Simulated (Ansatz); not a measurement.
**Titanium, simple cubic under BLYP: structure, energy and stiffness**

Aim: take titanium in the simple cubic structure, relax it, solve it on a dense k-mesh, then scale the cell to 7 volumes from 88 to 112 % of the relaxed one and try a fit of the equation of state. Spin polarisation is left out. The k-meshes are 12×12×12 for the relaxation; 19×19×19 for the dense run; 13×13×13 for the volumes.

This is Ti in the simple cubic structure; at room conditions it is hcp.

Program: Ansatz 0.2.0. Level of theory: DFT BLYP, plane waves (420 eV) with PAW, scalar-relativistic; PAW files made under PBE, frozen cores solved again for the functional. These are calculated values, not measurements.

## 1. The system as given

It takes space group Pm-3m (No. 221, cubic). The conventional cell has a = 2.672 Å, b = 2.672 Å, c = 2.672 Å, α = 90.00°, β = 90.00°, γ = 90.00°. Ti (site symmetry m-3m) is surrounded by 6 Ti at 2.67 Å.

Structure file:

```cif
data_structure
_symmetry_space_group_name_H-M 'P 1'
_symmetry_Int_Tables_number 1
_cell_length_a 2.6717
_cell_length_b 2.6717
_cell_length_c 2.6717
_cell_angle_alpha 90.000
_cell_angle_beta 90.000
_cell_angle_gamma 90.000
_cell_volume 19.07
loop_
_atom_site_label
_atom_site_type_symbol
_atom_site_fract_x
_atom_site_fract_y
_atom_site_fract_z
_atom_site_occupancy
Ti1 Ti 0.00000 0.00000 0.00000 1
```

## 2. Geometry optimisation

File input.yaml:

```yaml
crystal:
  lattice:
    - [2.6717143674, 0.0, 0.0]
    - [0.0, 2.6717143674, 0.0]
    - [0.0, 0.0, 2.6717143674]
  atoms:
    - { symbol: Ti, position: [0.0, 0.0, 0.0] }
hamiltonian:
  xc: blyp
  pseudopotentials:
    kind: paw
    azcp:
      Ti: "pseudopotentials/Ti.paw.azcp"
basis:
  ecutwfc: 420
  fft_grid_basis: typed
kpoints:
  mp_grid: { grid: [12, 12, 12], shift: [0, 0, 0] }
magnetization:
  spin_polarized: false
scf:
  occupations: { method: fermi_dirac, width: 0.1 }
relax:
  max_steps: 60
  f_tol: 0.01
  cell: {}
```

What it wrote, shortened:

```text
Warning: RAYON_NUM_THREADS=2 ignored (pool sized by the plan → 2); use --threads N
[...]
Pseudopotentials: kind: paw
Pseudopotential: Ti, paw, valence charge 12, recommended cutoff 420 eV (normal), <dir>
Functional definition: BLYP
[...]
Crystal: 1 atoms, lattice volume = 19.071 Å³
Basis set: ecut = 420 eV, 365 PW (Γ), exchange–correlation on 36×36×36 points (8 copies of the dense FFT grid, shifted against one another)
Bands: 10, of which v1, the nominal top of the filled ones, is band 6 counted from 1 (5 counted from 0)
Symmetry: 48 space group operations
Space group: Pm-3m (ITA 221), of the structure as read, at distance tolerance 2.7e-5 Å
k-points: 84 of 1728
[...]
SCF iter   1: F=—  HF=-2505.238714 eV  |F-HF|=—  |Δ(HF+E_count)|=         —  Δρ=1.87e-2  dr2=8.37e-2  ethr=1.77e-3  ⟨swp⟩=4.8  Hψ=4694  notcnv=0
[...]
relax step   1: F+E_penalty+E_count = -2505.21563728 eV  Δ(F+E_penalty+E_count) = +0.000e0 eV  max|allowed force component| = 0.000e0 eV/Å  Δτ_max = 0.0000 Å  P = +0.208 GPa  Ω = 19.071 Å³  (6 SCF iters, dr2 threshold 1.00e-7 eV, accepted)
[...]
relax step   2: F+E_penalty+E_count = -2505.21566575 eV  Δ(F+E_penalty+E_count) = -2.847e-5 eV  max|allowed force component| = 0.000e0 eV/Å  Δτ_max = 0.0000 Å  P = -0.006 GPa  Ω = 19.127 Å³  energy of the carried Pulay correction = -6.862e-6 eV  (2 SCF iters, dr2 threshold 1.00e-7 eV, accepted)
[...]
relax step   3: F+E_penalty+E_count = -2505.21567099 eV  Δ(F+E_penalty+E_count) = -5.243e-6 eV  max|allowed force component| = 0.000e0 eV/Å  Δτ_max = 0.0000 Å  P = -0.004 GPa  Ω = 19.127 Å³  stress off target by 4.18e-3 GPa  SCF on the basis re-selected at this cell (its energy is not [...]
SCF converged after 5 iterations
Free energy (F): -2505.215671 eV
[...]
E sigma→0 (E₀):  -2505.176333 eV
Entropy (-TS):   -0.078676 eV (-78.676 meV/atom)
Fermi energy:    12.181906 eV
[...]
--- Forces (eV/Å), atoms counted from 1 ---
  atom   1  Ti    -0.00000000     0.00000000     0.00000000
[...]
--- Stress (GPa, compression-positive) ---
       -0.004179      -0.000000       0.000000
       -0.000000      -0.004179       0.000000
        0.000000       0.000000      -0.004179
  P = ⅓ Tr σ = -0.0042 GPa (-0.042 kbar)
--- Relaxed structure (2 steps of the walk, 2 accepted, 1 SCFs on fresh bases) ---
  F+E_penalty+E_count = -2505.21567099 eV   max|allowed force component| = 0.000e0 eV/Å   (the final SCF, on the basis selected at the relaxed cell)
  cell:  # Å, volume = 19.1268 Å³
    - [2.6743258375606773, -3.209883240645393e-35, 1.6049416203226965e-35]
    - [-3.209883240645393e-35, 2.6743258375606773, -8.024708101613482e-36]
    - [1.6049416203226965e-35, -8.024708101613482e-36, 2.6743258375606773]
  atoms:
    - { symbol: Ti, position: [0.0, 0.0, 0.0] }
```

Wall time 1.7 s (2 threads of Arm Neoverse V1, shared host); peak memory 0.28 GiB.

Step by step:

| step | energy change (meV/atom) | largest force (eV/Å) | pressure (GPa) | volume (Å³/atom) |
| --- | --- | --- | --- | --- |
| 1 | 0.00 | 0.0000 | 0.21 | 19.071 |
| 2 | -0.03 | 0.0000 | -0.01 | 19.127 |
| 3 | -0.03 | 0.0000 | 0.00 | 19.127 |

Steps that repeat a cell are solved on a basis chosen anew, so their changes of energy are no gain of the relaxation.

Changes in the cell that was computed:

|  | before | after | change |
| --- | --- | --- | --- |
| a (Å) | 2.672 | 2.674 | +0.1 % |
| b (Å) | 2.672 | 2.674 | +0.1 % |
| c (Å) | 2.672 | 2.674 | +0.1 % |
| volume (Å³/atom) | 19.071 | 19.127 | +0.3 % |
| shortest distance (Å) | 2.672 | 2.674 | +0.1 % |
| space group (spins left aside) | Pm-3m | Pm-3m | same |

## 3. The energy on a finer k-mesh

File input.yaml:

```yaml
crystal:
  lattice:
    - [2.6743258376, 0.0, 0.0]
    - [0.0, 2.6743258376, 0.0]
    - [0.0, 0.0, 2.6743258376]
  atoms:
    - { symbol: Ti, position: [0.0, 0.0, 0.0] }
hamiltonian:
  xc: blyp
  pseudopotentials:
    kind: paw
    azcp:
      Ti: "pseudopotentials/Ti.paw.azcp"
basis:
  ecutwfc: 420
  fft_grid_basis: typed
kpoints:
  mp_grid: { grid: [19, 19, 19], shift: [0, 0, 0] }
magnetization:
  spin_polarized: false
scf:
  occupations: { method: fermi_dirac, width: 0.1 }
```

What it wrote, shortened:

```text
Warning: RAYON_NUM_THREADS=2 ignored (pool sized by the plan → 2); use --threads N
[...]
Pseudopotentials: kind: paw
Pseudopotential: Ti, paw, valence charge 12, recommended cutoff 420 eV (normal), <dir>
Functional definition: BLYP
[...]
Crystal: 1 atoms, lattice volume = 19.127 Å³
Basis set: ecut = 420 eV, 365 PW (Γ), exchange–correlation on 36×36×36 points (8 copies of the dense FFT grid, shifted against one another)
Bands: 10, of which v1, the nominal top of the filled ones, is band 6 counted from 1 (5 counted from 0)
Symmetry: 48 space group operations
Space group: Pm-3m (ITA 221), of the structure as read, at distance tolerance 2.7e-5 Å
k-points: 220 of 6859
[...]
SCF iter   1: F=—  HF=-2505.241776 eV  |F-HF|=—  |Δ(HF+E_count)|=         —  Δρ=1.86e-2  dr2=8.38e-2  ethr=1.77e-3  ⟨swp⟩=4.8  Hψ=12365  notcnv=0
[...]
SCF iter   6: F=-2505.218614 eV  HF=-2505.218614 eV  |F-HF|=2.81e-10  |Δ(HF+E_count)|=   6.30e-9  Δρ=3.94e-6  dr2=2.69e-9  ethr=8.33e-10  ⟨swp⟩=2.0  Hψ=4476  notcnv=0
[...]
SCF converged after 6 iterations
Free energy (F): -2505.218614 eV
[...]
E sigma→0 (E₀):  -2505.181394 eV
Entropy (-TS):   -0.074442 eV (-74.442 meV/atom)
Fermi energy:    12.172854 eV
[...]
```

Wall time 1.3 s (2 threads of Arm Neoverse V1, shared host); peak memory 0.3 GiB.

## 4. The cell scaled to 88 % of its volume

File input.yaml:

```yaml
crystal:
  lattice:
    - [2.5627635845, 0.0, 0.0]
    - [0.0, 2.5627635845, 0.0]
    - [0.0, 0.0, 2.5627635845]
  atoms:
    - { symbol: Ti, position: [0.0, 0.0, 0.0] }
hamiltonian:
  xc: blyp
  pseudopotentials:
    kind: paw
    azcp:
      Ti: "pseudopotentials/Ti.paw.azcp"
basis:
  ecutwfc: 420
  fft_grid_basis: typed
kpoints:
  mp_grid: { grid: [13, 13, 13], shift: [0, 0, 0] }
magnetization:
  spin_polarized: false
scf:
  occupations: { method: fermi_dirac, width: 0.1 }
  lower_state_search: "off"
output:
  stress: true
```

What it wrote, shortened:

```text
Warning: RAYON_NUM_THREADS=2 ignored (pool sized by the plan → 2); use --threads N
[...]
Pseudopotentials: kind: paw
Pseudopotential: Ti, paw, valence charge 12, recommended cutoff 420 eV (normal), <dir>
Functional definition: BLYP
[...]
Crystal: 1 atoms, lattice volume = 16.832 Å³
Basis set: ecut = 420 eV, 341 PW (Γ), exchange–correlation on 36×36×36 points (8 copies of the dense FFT grid, shifted against one another)
Bands: 10, of which v1, the nominal top of the filled ones, is band 6 counted from 1 (5 counted from 0)
Symmetry: 48 space group operations
Space group: Pm-3m (ITA 221), of the structure as read, at distance tolerance 2.6e-5 Å
k-points: 84 of 2197
[...]
SCF iter   1: F=—  HF=-2505.176953 eV  |F-HF|=—  |Δ(HF+E_count)|=         —  Δρ=2.27e-2  dr2=1.03e-1  ethr=1.77e-3  ⟨swp⟩=4.9  Hψ=4683  notcnv=0
[...]
SCF iter   6: F=-2505.146254 eV  HF=-2505.146254 eV  |F-HF|=1.22e-10  |Δ(HF+E_count)|=   1.30e-8  Δρ=2.98e-6  dr2=1.33e-9  ethr=8.33e-10  ⟨swp⟩=4.0  Hψ=2446  notcnv=0
[...]
SCF converged after 6 iterations
Free energy (F): -2505.146254 eV
[...]
E sigma→0 (E₀):  -2505.112138 eV
Entropy (-TS):   -0.068232 eV (-68.232 meV/atom)
Fermi energy:    14.142784 eV
[...]
--- Stress (GPa, compression-positive) ---
       11.355040      -0.000000       0.000000
       -0.000000      11.355040       0.000000
        0.000000       0.000000      11.355040
  P = ⅓ Tr σ = 11.3550 GPa (113.550 kbar)
```

Run time: 0.7 s. Hardware: 2 threads of Arm Neoverse V1, shared host; peak memory 0.27 GiB.

## 5. The cell scaled to 92 % of its volume

Changes to input.yaml since step 4:

```diff
@@ -2,5 +2,5 @@
   lattice:
-    - [2.5627635845, 0.0, 0.0]
-    - [0.0, 2.5627635845, 0.0]
-    - [0.0, 0.0, 2.5627635845]
+    - [2.6010194273, 0.0, 0.0]
+    - [0.0, 2.6010194273, 0.0]
+    - [0.0, 0.0, 2.6010194273]
   atoms:
@@ -25 +25,5 @@
   stress: true
+  write_density: true
+  write_potential: true
+  elf: true
+  volumetric_format: npy
```

What it wrote, shortened:

```text
Warning: RAYON_NUM_THREADS=2 ignored (pool sized by the plan → 2); use --threads N
[...]
Pseudopotentials: kind: paw
Pseudopotential: Ti, paw, valence charge 12, recommended cutoff 420 eV (normal), <dir>
Functional definition: BLYP
[...]
Crystal: 1 atoms, lattice volume = 17.597 Å³
Basis set: ecut = 420 eV, 341 PW (Γ), exchange–correlation on 36×36×36 points (8 copies of the dense FFT grid, shifted against one another)
Bands: 10, of which v1, the nominal top of the filled ones, is band 6 counted from 1 (5 counted from 0)
Symmetry: 48 space group operations
Space group: Pm-3m (ITA 221), of the structure as read, at distance tolerance 2.6e-5 Å
k-points: 84 of 2197
[...]
SCF iter   1: F=—  HF=-2505.216928 eV  |F-HF|=—  |Δ(HF+E_count)|=         —  Δρ=2.11e-2  dr2=9.55e-2  ethr=1.77e-3  ⟨swp⟩=4.9  Hψ=4722  notcnv=0
[...]
SCF iter   6: F=-2505.189159 eV  HF=-2505.189159 eV  |F-HF|=2.81e-10  |Δ(HF+E_count)|=   2.21e-8  Δρ=3.66e-6  dr2=2.15e-9  ethr=8.33e-10  ⟨swp⟩=7.9  Hψ=5158  notcnv=0
[...]
SCF converged after 6 iterations
Free energy (F): -2505.189159 eV
[...]
E sigma→0 (E₀):  -2505.154023 eV
Entropy (-TS):   -0.070272 eV (-70.272 meV/atom)
Fermi energy:    13.430280 eV
[...]
--- Stress (GPa, compression-positive) ---
        6.763795      -0.000000      -0.000000
       -0.000000       6.763795       0.000000
        0.000000       0.000000       6.763795
  P = ⅓ Tr σ = 6.7638 GPa (67.638 kbar)
--- Band table (eV; the first three rows and the last of 84) ---
  k-point 0: bands = ["-42.9314", "-18.7476", "-18.7476", "-18.7476", "7.8269", "11.9994", "11.9994", "17.4998", "17.4998", "17.4998"]
[...]
```

Wall time 0.93 s (2 threads of Arm Neoverse V1, shared host); peak memory 0.27 GiB.

Density in a lattice plane of the grid's cell (edges 2.60 and 2.60 Å, at 0.000 of the third edge), which holds Ti.

Ten even steps from ' ' (0.15 e/Å³) to '@' (10.34 e/Å³):
```
@@@@%%##++==::..                  ..::==++##%%@@
%%%%##**==--::..                  ..::--==**##%%
##****==--::..                      ..::--==****
======--::..                          ..::--====
::::::....                              ....::::
......                                      ....
                                                
                                                
                                                
                                                
                                                
                                                
                                                
......                                      ....
::::::....                              ....::::
======--::..                          ..::--====
##****==--::..                      ..::--==****
%%%%##**==--::..                  ..::--==**##%%
@@@@%%##++==::..                  ..::==++##%%@@
@@@@@@%%**==::..                  ..::==**%%@@@@
```
Columns run along the first of these edges and rows up along the second, over one cell in 24 and 20 even steps from the bottom left corner. Atoms in the plane (fractional): Ti at (0.00, 0.00).

ELF in the same plane.

Ten even steps from '0' (0.00) to '9' (0.68):
```
013689985433333458998631
345789865333333356898754
778888653223332235688887
999886532223332223568899
998764322233433222346789
877543212234443221234577
554322222345554322222345
433322233456665433222333
333333334566766543333333
333333445667776654433333
333333334566766543333333
433322233456665433222333
554322222345554322222345
877543212234443221234577
998764322233433222346789
999886532223332223568899
778888653223332235688887
345789865333333356898754
013689985433333458998631
001579986433333468997510
```
Columns run along the first of these edges and rows up along the second, over one cell in 24 and 20 even steps from the bottom left corner. Atoms in the plane (fractional): Ti at (0.00, 0.00).

Both are smooth fields of the valence electrons: close to the nuclei they are not physical.

Outside the cores ELF peaks at 0.54 between the atoms, 2.3 Å from Ti.

[end of part 1 of 2]
